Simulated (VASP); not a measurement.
# SnTe (F-43m) in VASP: notebook

One crystal, SnTe, is run at these levels: PBE; tasks: G0W0 quasiparticle levels.

All numbers are computed with VASP 6.6.1; they aren't measurements. Logs are shortened: lines on timing, memory, paths and dates and some standing lists are left out, and cuts for length are marked.

## (1) The crystal as given

The structure is cubic, space group F-43m (No. 216). Conventional cell: a = 7.222 Å, b = 7.222 Å, c = 7.222 Å, α = 90.00°, β = 90.00°, γ = 90.00°. Around Te (site symmetry -43m) lie 4 Sn at 3.13 Å. Around Sn (site symmetry -43m) lie 4 Te at 3.13 Å.

Measurements of this composition are mostly on another form, of space group No. 225.

## (2) G0W0 quasiparticle levels, PBE

The input, POSCAR:

```
SnTe
1.0
    0.0000000000      3.6111460000      3.6111460000
    3.6111460000      0.0000000000      3.6111460000
    3.6111460000      3.6111460000      0.0000000000
Te Sn
1 1
Direct
    0.2500000000      0.2500000000      0.2500000000
    0.0000000000      0.0000000000      0.0000000000
```

The input, INCAR.step1:

```
SYSTEM = SnTe
ALGO = Normal ; EDIFF = 1E-8
ENCUT = 520 ; GGA = PE
ISMEAR = 0 ; LASPH = .True.
LCHARG = .False. ; LREAL = .False.
LWAVE = .True. ; NELM = 80
PREC = Accurate ; SIGMA = 0.01
```

The input, INCAR.step2:

```
SYSTEM = SnTe
ALGO = Exact ; EDIFF = 1E-8
ENCUT = 520 ; GGA = PE
ISMEAR = 0 ; ISTART = 1
LASPH = .True. ; LCHARG = .False.
LOPTICS = .True. ; LREAL = .False.
LWAVE = .True. ; NBANDS = 575
NELM = 1 ; PREC = Accurate
SIGMA = 0.01
```

The input, INCAR.step3:

```
SYSTEM = SnTe
ALGO = EVGW0 ; EDIFF = 1E-8
ENCUT = 520 ; ENCUTGW = 260
GGA = PE ; ISMEAR = 0
ISTART = 1 ; LASPH = .True.
LCHARG = .False. ; LREAL = .False.
LWAVE = .False. ; NBANDS = 575
NBANDSGW = 18 ; NELMGW = 1
NOMEGA = 72 ; PREC = Accurate
PRECFOCK = Fast ; SIGMA = 0.01
```

The input, KPOINTS:

```
k-points
0
Gamma
  4 4 4
  0 0 0
```

Potentials or basis: VASP PAW PBE potentials, release 64 (Te_GW, Sn_d_GW).

On the command line:

```sh
> cat potpaw_PBE.64/Te_GW/POTCAR potpaw_PBE.64/Sn_d_GW/POTCAR > POTCAR
> cp INCAR.step1 INCAR
> mpirun -np 1 vasp_std > vasp.out
> cp INCAR.step2 INCAR
> mpirun -np 1 vasp_std > vasp.out
> cp INCAR.step3 INCAR
> mpirun -np 1 vasp_std > vasp.out
```

OUTCAR:

```text
SYSTEM = SnTe
   EDIFF = 1E-8
   ENCUT = 520
   ENCUTGW = 260
   GGA = PE
   ISMEAR = 0
   ISTART = 1
   LASPH = .True.
   LREAL = .False.
   NELMGW = 1
   PREC = Accurate
   PRECFOCK = Fast

 ion  position               nearest neighbor table
   1  0.250  0.250  0.250-   2 3.13   2 3.13   2 3.13   2 3.13
   2  0.000  0.000  0.000-   1 3.13   1 3.13   1 3.13   1 3.13

  LATTYP: Found a face centered cubic cell.
 ALAT       =     7.2222920000

  Lattice vectors:

 A1 = (   0.0000000000,   3.6111460000,   3.6111460000)
 A2 = (   3.6111460000,   0.0000000000,   3.6111460000)
 A3 = (   3.6111460000,   3.6111460000,   0.0000000000)

Analysis of symmetry for initial positions (statically):
=====================================================================
 Subroutine PRICEL returns:
 Original cell was already a primitive cell.

 Routine SETGRP: Setting up the symmetry group for a
 face centered cubic supercell.

 Subroutine GETGRP returns: Found 24 space group operations
 (whereof 24 operations were pure point group operations)
 out of a pool of 48 trial point group operations.

The static configuration has the point symmetry T_d .

Analysis of symmetry for dynamics (positions and initial velocities):
=====================================================================
 Subroutine PRICEL returns:
 Original cell was already a primitive cell.

 Routine SETGRP: Setting up the symmetry group for a
 face centered cubic supercell.

 Subroutine GETGRP returns: Found 24 space group operations
 (whereof 24 operations were pure point group operations)
 out of a pool of 48 trial point group operations.

The dynamic configuration has the point symmetry T_d .

 Subroutine INISYM returns: Found 24 space group operations
 (whereof 24 operations are pure point group operations),
 and found     1 'primitive' translations

----------------------------------------------------------------------------------------

                                     Primitive cell

  volume of cell :      94.1814

  direct lattice vectors                    reciprocal lattice vectors
     0.000000000  3.611146000  3.611146000    -0.138460201  0.138460201  0.138460201
     3.611146000  0.000000000  3.611146000     0.138460201 -0.138460201  0.138460201
     3.611146000  3.611146000  0.000000000     0.138460201  0.138460201 -0.138460201

  length of vectors
     5.106931649  5.106931649  5.106931649     0.239820102  0.239820102  0.239820102

  position of ions in fractional coordinates (direct lattice)
     0.250000000  0.250000000  0.250000000
     0.000000000  0.000000000  0.000000000

  ion indices of the primitive-cell ions
   primitive index   ion index
                 1           1
                 2           2

----------------------------------------------------------------------------------------

 KPOINTS: k-points

Automatic generation of k-mesh.
 Grid dimensions read from file:
 generate k-points for:    4    4    4

 Generating k-lattice:

  Cartesian coordinates                     Fractional coordinates (reciprocal lattice)
    -0.034615050  0.034615050  0.034615050     0.250000000  0.000000000  0.000000000
     0.034615050 -0.034615050  0.034615050     0.000000000  0.250000000  0.000000000
     0.034615050  0.034615050 -0.034615050     0.000000000  0.000000000  0.250000000

  Length of vectors
     0.059955026  0.059955026  0.059955026

  Shift w.r.t. Gamma in fractional coordinates (k-lattice)
     0.000000000  0.000000000  0.000000000

 Subroutine IBZKPT returns following result:
 ===========================================

 Found      8 irreducible k-points:

 Following reciprocal coordinates:
            Coordinates               Weight
  0.000000  0.000000  0.000000      1.000000
  0.250000  0.000000  0.000000      8.000000
  0.500000  0.000000  0.000000      4.000000
  0.250000  0.250000  0.000000      6.000000
  0.500000  0.250000  0.000000     24.000000
 -0.250000  0.250000  0.000000     12.000000
  0.500000  0.500000  0.000000      3.000000
 -0.250000  0.500000  0.250000      6.000000
   k-points           NKPTS =      8   k-points in BZ     NKDIM =     64   number of bands    NBANDS=    575
   number of dos      NEDOS =    301   number of ions     NIONS =      2
   total plane-waves  NPLWV =  64000
   dimension x,y,z NGX =    40 NGY =   40 NGZ =   40
   dimension x,y,z NGXF=    80 NGYF=   80 NGZF=   80
   ions per type =               1   1
   NGX,Y,Z   is equivalent  to a cutoff of  13.02, 13.02, 13.02 a.u.
   NGXF,Y,Z  is equivalent  to a cutoff of  26.04, 26.04, 26.04 a.u.
 SYSTEM =  SnTe
   PREC   = accura    normal or accurate (medium, high low for compatibility)
   ISTART =      1    job   : 0-new  1-cont  2-samecut
   ICHARG =      0    charge: 1-file 2-atom 10-const
   ISPIN  =      1    spin polarized calculation?
   LNONCOLLINEAR =      F non collinear calculations
   LSORBIT =      F    spin-orbit coupling
   LASPH  =      T    aspherical Exc in radial PAW
   ENCUT  =  520.0 eV  38.22 Ry    6.18 a.u.   9.50  9.50  9.50*2*pi/ulx,y,z
   NELM   =     60;   NELMIN=  2; NELMDL=  0     # of ELM steps
   EDIFF  = 0.1E-07   stopping-criterion for ELM
   LREAL  =      F    real-space projection
   EDIFFG = 0.1E-06   stopping-criterion for IOM
   NSW    =      0    number of steps for IOM
   IBRION =     -1    ionic relax: 0-MD 1-quasi-New 2-CG
   NFREE  =      0    steps in history (QN), initial steepest desc. (CG)
   ISIF   =      0    stress and relaxation
   ISYM   =      3    0-nonsym 1-usesym 2-fastsym
   POTIM  = 0.5000    time-step for ionic-motion
   TEBEG  =    0.0;   TEEND  =   0.0 temperature during run
   PSTRESS=    0.0 pullay stress
   NELECT =      20.0000    total number of electrons
   NUPDOWN=      -1.0000    fix difference up-down
   EMIN   =  10.00;   EMAX   =-10.00  energy-range for DOS
   EFERMI =   0.00;   METHOD = LEGACY
   ISMEAR =     0;   SIGMA  =   0.01  broadening in eV -4-tet -1-fermi 0-gaus
   EFERMI_NEDOS =   21; number of points for ismear=-14 and -15
   IALGO  =     38    algorithm
   IMIX   =      4    mixing-type and parameters
     AMIX     =   0.40;   BMIX     =  1.00
     AMIX_MAG =   1.60;   BMIX_MAG =  1.00
  volume/ion in A,a.u.               =      47.09       317.78
  Fermi-wavevector in a.u.,A,eV,Ry     =   0.976704  1.845704 12.979296  0.953951
  Thomas-Fermi vector in A             =   2.107344
   LORBIT       =      0    0 simple, 1 ext, 2 COOP (PROOUT), +10 PAW based schemes
   GGA     = PE    functional components
   LHFCALC =     T    Hartree Fock is set to
   PRECFOCK=fast      Normal, Fast or Accurate (Low or Medium for compatibility)
   ENCUT4O =  -1.0   cutoff for four orbital integrals eV
   NKREDX  =     1    reduce k-point grid by
   NKREDY  =     1    reduce k-point grid by
   NKREDZ  =     1    reduce k-point grid by
   AEXX    =    1.0000 exact exchange contribution
   HFSCREEN=    0.0000 screening length (either q_TF or 0.3 A-1)
   HFSCREENC=   0.0000 screening length for correlation (either q_TF or 0.3 A-1)
   ENCUTFOCK=  -1.0 apply spherical cutoff to Coloumb kernel
   IVDW    =     0    specifies the selected vdW correction
   LEPSILON=     F    determine dielectric tensor
   LRPA    =     F    only Hartree local field effects (RPA)
   LRPAFORCE           =     F    calculate RPA forces
   ENCUTGW             = 260.0    cutoff for response function in eV
   ENCUTGWSOFT         = 208.0    soft cutoff for Coulomb kernel in GW response function in eV
   ENCUTLF             =  -1.0    cutoff for local field effects
   NELMGW              =     1    number of iterations in solving QP/BSE equation
   NELMHF              =     1    number of iterations in the inner HF iteration
   NKREDLFX            =     1    NKREDLFY  =   1   NKREDLFZ  =   1
 non-spin polarized calculation
 Gauss-broadening in eV      SIGMA  =   0.01
  energy-cutoff  :      520.00
  volume of cell :       94.18
 maximum number of plane-waves:      2637
 NGX is ok and might be reduce to    40
  NGX = 24; NGY = 24; NGZ = 24
   NGX = 19   NGY = 19   NGZ = 19
 maximum number of plane-waves:       934

 QP shifts <psi_nk| G(iteration)W_0 |psi_nk>: iteration 1
 for sc-GW calculations column KS-energies equals QP-energies in previous step
 and V_xc(KS)=  KS-energies - (<T + V_ion + V_H > + <T+V_H+V_ion>^1  + <V_x>^1)

 k-point   1 :       0.0000    0.0000    0.0000
  band No.  KS-energies  QP-energies   sigma(KS)   V_xc(KS)     V^pw_x(r,r')   Z            occupation Imag(sigma)

      1     -19.3244     -21.5163     -21.1375     -17.5165     -27.0756       0.6053       2.0000       0.3631
      2     -19.3244     -21.5163     -21.1375     -17.5165     -27.0756       0.6053       2.0000       0.3631
      3     -19.3244     -21.5163     -21.1375     -17.5165     -27.0756       0.6053       2.0000       0.3631
      4     -19.3161     -21.4914     -21.1273     -17.5191     -27.0584       0.6029       2.0000       0.3505
      5     -19.3161     -21.4914     -21.1273     -17.5191     -27.0584       0.6029       2.0000       0.3505
      6      -9.0413      -9.2527     -11.1720     -10.7927     -16.9926       0.5574       2.0000       0.8287
[... 10 lines left out ...]
     17      10.1135       9.8010      -6.4412      -6.0155      -1.7619       0.7340       0.0000      -0.4305
     18      10.1135       9.8010      -6.4412      -6.0155      -1.7619       0.7340       0.0000      -0.4305

 k-point   2 :       0.2500    0.0000    0.0000
  band No.  KS-energies  QP-energies   sigma(KS)   V_xc(KS)     V^pw_x(r,r')   Z            occupation Imag(sigma)

      1     -19.3242     -21.5205     -21.1358     -17.5169     -27.0750       0.6069       2.0000       0.3635
      2     -19.3242     -21.5205     -21.1358     -17.5169     -27.0750       0.6069       2.0000       0.3635
      3     -19.3242     -21.5205     -21.1358     -17.5169     -27.0750       0.6069       2.0000       0.3635
      4     -19.3160     -21.5041     -21.1281     -17.5193     -27.0591       0.6063       2.0000       0.3507
      5     -19.3160     -21.5041     -21.1281     -17.5193     -27.0591       0.6063       2.0000       0.3507
      6      -8.8011      -9.0672     -11.3744     -10.9083     -16.9750       0.5708       2.0000       0.7959
[... 10 lines left out ...]
     17       9.6697       9.2980      -6.3570      -5.8506      -1.7665       0.7342       0.0000      -0.3601
     18      12.3694      12.1591      -7.3849      -7.1008      -2.1906       0.7404       0.0000      -0.6521

 k-point   3 :       0.5000    0.0000    0.0000
  band No.  KS-energies  QP-energies   sigma(KS)   V_xc(KS)     V^pw_x(r,r')   Z            occupation Imag(sigma)
[... 89 lines left out ...]
      1     -19.3277     -21.5072     -21.1220     -17.5102     -27.0686       0.6034       2.0000       0.3733
      2     -19.3216     -21.5346     -21.1389     -17.5215     -27.0772       0.6118       2.0000       0.3597
      3     -19.3216     -21.5346     -21.1389     -17.5215     -27.0772       0.6118       2.0000       0.3597
      4     -19.3160     -21.4962     -21.1288     -17.5190     -27.0593       0.6040       2.0000       0.3509
      5     -19.3160     -21.4962     -21.1288     -17.5190     -27.0593       0.6040       2.0000       0.3509
      6      -8.2838      -8.6534     -11.8283     -11.2177     -16.9870       0.6053       2.0000       0.7543
[... 10 lines left out ...]
     17      10.7276      10.5506      -8.1153      -7.8727      -3.1442       0.7296       0.0000      -0.4619
     18      11.0265      10.9083      -8.0751      -7.9085      -2.9315       0.7091       0.0000      -0.4555

 k-point   8 :      -0.2500    0.5000    0.2500
  band No.  KS-energies  QP-energies   sigma(KS)   V_xc(KS)     V^pw_x(r,r')   Z            occupation Imag(sigma)

      1     -19.3266     -21.5074     -21.1245     -17.5123     -27.0703       0.6037       2.0000       0.3722
      2     -19.3222     -21.5339     -21.1376     -17.5203     -27.0762       0.6114       2.0000       0.3601
      3     -19.3222     -21.5339     -21.1376     -17.5203     -27.0762       0.6114       2.0000       0.3601
      4     -19.3160     -21.4993     -21.1287     -17.5191     -27.0594       0.6048       2.0000       0.3509
      5     -19.3160     -21.4993     -21.1287     -17.5191     -27.0594       0.6048       2.0000       0.3509
      6      -8.2808      -8.6524     -11.8375     -11.2239     -16.9905       0.6056       2.0000       0.7519
[... 10 lines left out ...]
     17      10.4095      10.2845      -8.0523      -7.8799      -3.0804       0.7249       0.0000      -0.4272
     18      13.1008      12.8805      -7.4831      -7.1746      -2.2746       0.7141       0.0000      -0.6307
```

Run time: 46 min. Hardware: 1 thread of AMD EPYC 9R45 (Zen 5), shared host; peak memory 3.7 GiB.

Results:

* Band gap on the k mesh, mean-field level: 0.09 eV, indirect (least direct gap 0.80 eV)
* Quasiparticle gap: 0.40 eV
* Least direct quasiparticle gap: 1.15 eV

Levels at points of the mesh, in eV from the valence-band top:
| k point | band 8 | band 9 | band 10 | band 11 | band 12 | band 13 |
| --- | --- | --- | --- | --- | --- | --- |
| (0.00, 0.00, 0.00) | -1.96 | -1.96 | -1.96 | 0.98 | 0.98 | 0.98 |
| (0.50, 0.00, 0.00) | -2.49 | -2.49 | -2.07 | 1.78 | 1.78 | 3.37 |
| (0.50, 0.50, 0.00) | -3.15 | -3.15 | -0.71 | 0.09 | 3.85 | 3.85 |

Caveat: bands, screening cutoff and mesh are small and nothing is extrapolated, so the quasiparticle values aren't converged; spin-orbit coupling is left out, which moves the levels of the heavy elements. A k mesh can miss the band edges.

(Part 1 of 2 ends here.)
